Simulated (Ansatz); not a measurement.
# SiO$_{2}$ under pressure: fit and missing row

SiO$_{2}$, P6_322, a = 5.036 Å, c = 8.565 Å. This isn't the usual stable structure of the compound. Ansatz: r2SCAN, PAW, 500 eV, Γ-centred 6×6×4 mesh on 12 atoms, Gaussian smearing 0.02 eV; no spin polarisation. Cell and atoms are relaxed at each pressure, and no other structure is tried, so the rows at high pressure may lie past a change of phase.

```tsv
V (Å³/atom)	P (GPa)
?	30.00
12.604	14.99
13.477	8.01
14.546	3.02
15.677	0.00
17.231	-3.05
```

Take V0 = 15.677 Å³/atom, fit the third-order Birch–Murnaghan form to the other rows, and predict the missing volume.

With the Eulerian strain f = ½[(V0/V)^(2/3) − 1] and y = P/[3f(1 + 2f)^(5/2)], the form is the line y = B0 + 1.5 B0 (B0′ − 4) f. Rows (f, y): 0.07828, 44.4; 0.05303, 39.1; 0.02559, 34.7; -0.03053, 39.0. Means f = 0.03159, y = 39.300; Σ(Δf)² = 0.006535, ΣΔfΔy = 0.2801; the slope is their ratio. y = 37.95 + 42.86 f GPa, so B0 = 38.0 GPa and B0′ = 4 + 2 × (42.86)/(3 × 37.95) = 4.75. P = 30.00 GPa is met at f = 0.12935 (y = 43.49), so V = V0 (1 + 2f)^(−3/2) = 11.101 Å³/atom. The run gave 11.506 Å³/atom, so the fit is 0.405 Å³/atom too low, 7.1 % of the span of the series, against an rms of 0.110 Å³/atom on the fitted rows. The row lies outside the fitted range. A fourth-order term fitted to the same rows gives P = 33.67 GPa at this row's volume (the line 24.65, the run 30.00), which recovers part of the miss. With a term in f² added B0′ becomes 2.93, so this figure hangs on the form.